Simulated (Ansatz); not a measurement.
An Ansatz input:

```yaml
crystal:
  lattice:
    - [-1.7436364768, 1.743568799, 1.203832884]
    - [1.743568799, -1.7436364768, 1.203832884]
    - [2.8629374515, 2.8629374515, -1.203956836]
  atoms:
    - { symbol: Cr, position: [0.9999784363, 2.15637e-05, 1.0], spin: 1.5 }
    - { symbol: Cr, position: [0.7500215637, 0.2499784363, 0.5], spin: -1.5 }
hamiltonian:
  xc: rpbe
  pseudopotentials:
    kind: paw
    azcp:
      Cr: "pseudopotentials/Cr.paw.azcp"
basis:
  ecutwfc: 420
  fft_grid_basis: typed
kpoints:
  mp_grid: { grid: [24, 24, 13], shift: [0, 0, 0] }
magnetization:
  spin_polarized: true
scf:
  occupations: { method: fermi_dirac, width: 0.05 }
```

and its output:

```
Engine: ansatz 0.2.0, aarch64-unknown-linux-gnu
Pseudopotentials: kind: paw
Pseudopotential: Cr, paw, valence charge 14, recommended cutoff 420 eV (normal) 
Functional definition: RPBE
  parameter kappa = 0.804
  parameter beta = 0.06672455060314922
  exchange = rpbe_x(kappa = kappa, mu = beta*pi^2/3)
  correlation = pbe_c(beta = beta)
Crystal: 2 atoms, lattice volume = 24.037 Å³
Basis set: ecut = 420 eV, 465 PW (Γ)
Bands: 20, of which v1, the nominal top of the filled ones, is band 14 counted from 1 (13 counted from 0)
Symmetry: 2 space group operations
Space group: C2 (ITA 5), of the structure as read, at distance tolerance 2.9e-5 Å
Magnetic group: BNS 15.88 (UNI 95), of the structure as read, at distance tolerance 2.9e-5 Å
k-points: 1957 of 7488 (time reversal used)
Non-local potential: Cr, projectors of the file, l = 0: 3, l = 1: 2, l = 2: 3, l = 3: 1
PAW form: soft (Blöchl's): semilocal exchange-correlation on the pseudo side does not see the compensation charge
PAW frozen core: Cr, regenerated for the run's functional, and the local potential with it (the file was generated under x = pbe(κ = 0.804, μ = 0.2195149727645171), c = pbe(β = 0.06672455060314922))
PAW one-centre angular grid: Cr, 590 points (default); XC on 64 Gauss nodes
Initial density: superposition of atomic densities (chi_scale 0.1, normalization cell)
Starting moments: Σ|m| = 3 μB on 2 of 2 sites
Starting magnetic order: antiferromagnet; an inversion exchanges its spin sublattices: spin-degenerate at every k-point
Initial wavefunctions: pseudopotential atomic-orbital guess
Functional: x = rpbe, c = pbe(β = 0.06672455060314922)
SCF iter   1: F=—  HF=-6768.852309 eV  |F-HF|=—  |Δ(HF+E_count)|=         —  Δρ=1.49e-1 (↑1.49e-1 ↓1.49e-1)  dr2=1.03e1  dr2_m=2.06e0  M=-0.000 μB ∫|m|=0.515 μB  β_m=0.30  ethr=3.10e-3  ⟨swp⟩=3.5  Hψ=273016  notcnv=0  defer=2
Mixer restart at iter 1: flushing history
SCF iter   2: F=—  HF=-6765.392786 eV  |F-HF|=—  |Δ(HF+E_count)|=    3.46e0  Δρ=8.98e-2 (↑8.98e-2 ↓8.98e-2)  dr2=3.23e0  dr2_m=9.37e-1  M=0.000 μB ∫|m|=0.550 μB  β_m=0.49  ethr=3.10e-3  ⟨swp⟩=2.0  Hψ=176991  notcnv=0  defer=2462
SCF iter   3: F=—  HF=-6764.054867 eV  |F-HF|=—  |Δ(HF+E_count)|=    1.34e0  Δρ=2.29e-2 (↑2.29e-2 ↓2.29e-2)  dr2=5.90e-2  dr2_m=8.75e-2  M=-0.000 μB ∫|m|=0.459 μB  β_m=0.70  ethr=3.10e-3  ⟨swp⟩=2.4  Hψ=153331  notcnv=0  defer=2410
SCF iter   4: F=—  HF=-6764.075956 eV  |F-HF|=—  |Δ(HF+E_count)|=   2.11e-2  Δρ=8.35e-3 (↑8.34e-3 ↓8.35e-3)  dr2=3.38e-4  dr2_m=1.52e-2  M=0.000 μB ∫|m|=0.210 μB  β_m=0.85  ethr=2.11e-4  ⟨swp⟩=2.6  Hψ=184060  notcnv=0  defer=1136
SCF iter   5: F=—  HF=-6764.078401 eV  |F-HF|=—  |Δ(HF+E_count)|=   2.45e-3  Δρ=1.66e-3 (↑1.66e-3 ↓1.63e-3)  dr2=6.88e-4  dr2_m=3.66e-4  M=-0.000 μB ∫|m|=0.046 μB  β_m=0.86  ethr=1.21e-6  ⟨swp⟩=2.3  Hψ=158077  notcnv=0  defer=1136
SCF iter   6: F=—  HF=-6764.078823 eV  |F-HF|=—  |Δ(HF+E_count)|=   4.22e-4  Δρ=1.32e-3 (↑1.19e-3 ↓1.32e-3)  dr2=4.20e-4  dr2_m=2.10e-4  M=0.000 μB ∫|m|=0.025 μB  β_m=0.93  ethr=1.21e-6  ⟨swp⟩=2.3  Hψ=127872  notcnv=0  defer=1136
SCF iter   7: F=—  HF=-6764.078794 eV  |F-HF|=—  |Δ(HF+E_count)|=   2.87e-5  Δρ=7.35e-4 (↑7.35e-4 ↓4.71e-4)  dr2=4.78e-4  dr2_m=4.40e-6  M=-0.000 μB ∫|m|=0.004 μB  β_m=0.58  ethr=1.21e-6  ⟨swp⟩=2.1  Hψ=121992  notcnv=0  defer=1136
SCF iter   8: F=—  HF=-6764.078770 eV  |F-HF|=—  |Δ(HF+E_count)|=   2.49e-5  Δρ=1.35e-4 (↑9.80e-5 ↓1.35e-4)  dr2=2.34e-6  dr2_m=2.48e-6  M=0.000 μB ∫|m|=0.003 μB  β_m=0.69  ethr=1.21e-6  ⟨swp⟩=2.2  Hψ=96797  notcnv=0  defer=1136
SCF iter   9: F=—  HF=-6764.078768 eV  |F-HF|=—  |Δ(HF+E_count)|=   1.93e-6  Δρ=7.09e-5 (↑6.95e-5 ↓7.09e-5)  dr2=3.55e-7  dr2_m=9.88e-7  M=0.000 μB ∫|m|=0.002 μB  β_m=0.84  ethr=8.36e-9  ⟨swp⟩=2.0  Hψ=126121  notcnv=0  defer=1136
SCF iter  10: F=—  HF=-6764.078768 eV  |F-HF|=—  |Δ(HF+E_count)|=   5.31e-7  Δρ=6.23e-6 (↑4.74e-6 ↓6.23e-6)  dr2=2.51e-9  dr2_m=5.82e-9  M=-0.000 μB ∫|m|=0.000 μB  β_m=0.82  ethr=1.27e-9  ⟨swp⟩=2.3  Hψ=125390  notcnv=0  defer=1136
SCF iter  11: F=—  HF=-6764.078768 eV  |F-HF|=—  |Δ(HF+E_count)|=   1.07e-8  Δρ=1.86e-6 (↑1.86e-6 ↓1.81e-6)  dr2=1.25e-9  dr2_m=3.12e-10  M=-0.000 μB ∫|m|=0.000 μB  β_m=0.91  ethr=8.97e-12  ⟨swp⟩=2.1  Hψ=132774  notcnv=0  defer=1136
SCF iter  12: F=—  HF=-6764.078768 eV  |F-HF|=—  |Δ(HF+E_count)|=   1.19e-9  Δρ=3.44e-7 (↑3.05e-7 ↓3.44e-7)  dr2=3.28e-11  dr2_m=1.27e-11  M=-0.000 μB ∫|m|=0.000 μB  β_m=0.88  ethr=4.45e-12  ⟨swp⟩=3.0  Hψ=140795  notcnv=0  defer=1136
SCF iter  13: F=-6764.078768 eV  HF=-6764.078768 eV  |F-HF|=2.27e-11  |Δ(HF+E_count)|=  2.64e-11  Δρ=1.54e-7 (↑1.54e-7 ↓1.28e-7)  dr2=2.86e-11  dr2_m=6.16e-13  M=-0.000 μB ∫|m|=0.000 μB  ethr=1.00e-12  ⟨swp⟩=2.1  Hψ=199562  notcnv=0
SCF 1 converged in 13 iterations: F = -6764.078768 eV  dr2 = 2.86e-11
WARN: the starting moments were not kept: the SCF closed with an absolute magnetisation of 2.0e-6 μB, where they sum to 3 μB in size (2 sites). That is at most 0.1 of that sum. Measured as dr2_m measures the in/out step, that magnetisation stands 1.4e-12 eV from none, at or under the dr2_threshold of 1.0e-7 eV: it is no larger than a step whose dr2_m would equal this threshold. The system may hold no moment; this SCF shows only that its start led to no more than that. To try another start: raise the starting moments (crystal.atoms[].spin, magnetization.per_species, magnetization.initial_magnetization, or on a non-collinear deck that types none of these the spinor_matrix: blocks that start its atoms; where the total moment is fixed, keep their sum and leave initial_magnetization as it is; typed ones take the place of any that the run laid by itself, positive ones on a crystal's lanthanoids without a Hubbard term where scf.initial_density.shell_occupations: [] is typed) or, if the notice of its spin-set hold's release reads "site moments contracting" or "site moments show no strong build", lengthen the hold (scf.mixing.spin_hold: { on: { confirm: 4 } }; for m-r²SCAN on two components see the key's manual first). Each may lead to a state that holds a moment. A second SCF, from the converged charge density, with the starting moments and any scf.initial_density.shell_occupations laid on it anew, would have followed, and was not run: the deck does not ask for one (magnetization.retry_lost_moments is false, the default). To let it run, set magnetization.retry_lost_moments: true and run the deck again, where that key's refused combinations let it; where memory then withholds it, that run's warning says so.
SCF converged after 13 iterations
Magnetization: -0.0000 μB (14.0000 up, 14.0000 down)
Absolute magnetization: 0.0000 μB (∫|ρ↑−ρ↓|, with the PAW one-centre terms)
Spin contamination: 0.0000 ħ² per cell (⟨S²⟩ above its minimum at these occupations)
Per-site moments (μB) at R_I (Å): [(-7.744921999605693e-7, 0.9931621300847301), (7.708459956864669e-7, 0.9931621300847301)]
Free energy (F): -6764.078768 eV
Harris-Foulkes:  -6764.078768 eV  (|F-HF|=2.27e-11)
Internal energy: -6764.064982 eV  (E = F + TS)
E sigma→0 (E₀):  -6764.071875 eV
Entropy (-TS):   -0.013786 eV (-6.893 meV/atom)
Fermi energy:    18.516628 eV
--- Per-component energies (eV) ---
  E_band       = -309.554335
  E_kinetic    = 685.774281
  E_local      = -2434.591932  (includes V_loc(G=0)·N_el)
  E_nonlocal   = 155.277161
  E_hartree    = 1059.316532
  E_xc         = -280.105745
  E_vxc        = -356.823330  (∫ρ·V_xc dr)
  E_paw        = -2398.657834  (= ΣΔE_a)
  E_vpaw       = -477.824239  (= ΣTr[D̂ρ^β])
  E_aug_tail   = 0.000817  (compensation charges beyond the density's cutoff)
  E_ewald      = -3550.976710
  E_core_change = -0.101553  (= ΣΔE_core)
  E_smearing   = -0.013786  (= −TS)
  E_closure    = 0.000000  (closes the sum)
  Σ components = -6764.078768   (vs F -6764.078768, Δ=0.00e0)
--- Band table (eV; the first three rows and the last of 3914) ---
  k-point 0 ↑: bands = ["-53.2992", "-53.0900", "-24.9057", "-24.3783", "-24.1355", "-24.0460", "-24.0413", "-23.9625", "10.9364", "14.5269", "16.8646", "17.0587", "17.8073", "18.9727", "19.2614", "19.2673", "19.8459", "20.0395", "20.0760", "21.1078"]
  k-point 1 ↑: bands = ["-53.2962", "-53.0931", "-24.8925", "-24.3755", "-24.1416", "-24.0433", "-24.0407", "-23.9767", "11.0006", "14.5236", "16.8644", "17.0480", "17.8331", "18.8996", "19.2709", "19.3069", "19.6666", "20.0039", "20.0938", "21.0879"]
  k-point 2 ↑: bands = ["-53.2874", "-53.1022", "-24.8535", "-24.3673", "-24.1579", "-24.0388", "-24.0373", "-24.0185", "11.1907", "14.5028", "16.8686", "17.0200", "17.9100", "18.7255", "19.1307", "19.3737", "19.3817", "19.8973", "20.1454", "21.0338"]
  k-point 1956 ↓: bands = ["-53.1444", "-53.1444", "-24.8594", "-24.8594", "-24.1511", "-24.1511", "-24.0929", "-24.0929", "14.4795", "14.4795", "16.1715", "16.1715", "19.0604", "19.0607", "19.8422", "19.8423", "20.6820", "20.6820", "21.0420", "21.0423"]
```

Command:

```sh
ansatz run input.yaml --threads 2 --pin off --max-ram 5120MiB --backend cpu --events-out ev --progress --plain --runs-dir out
```

On 2 threads of Arm Neoverse V2 (shared host) this took about 340 s of wall time and 670 s of CPU time, with 2.6 GiB at the peak.
